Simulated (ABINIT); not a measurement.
Crystal: Ag.

```
Ag
1.0
     0.00000    2.04275    2.04275
     2.04275    0.00000    2.04275
     2.04275    2.04275    0.00000
Ag
1
Cartesian
  0.0000 0.0000 0.0000
```

Base run:

| Property | Result |
| --- | --- |
| Program | ABINIT 10.8.3 (patched build) |
| Functional | AM05 |
| Potentials or basis | JTH PAW PBE v2.0 |
| Cutoff | 544 eV |
| k mesh | 11 × 11 × 11 |
| Occupations | fermi-dirac, width 0.05 eV |
| Spin | no spin polarisation |

Its results: band gap on the k mesh none (metal or under the smearing width); pressure -2.6 GPa.

**Question.** The run is repeated on the same cell with these changes: functional from AM05 to LDA. What comes out?

**Answer.** Band gap on the k mesh none (metal or under the smearing width); pressure -7.4 GPa.

LDA binds more tightly than AM05, so the same cell stands under less pressure.

Caveats: the PAW data sets were made with another functional, which shifts forces and pressure a little.
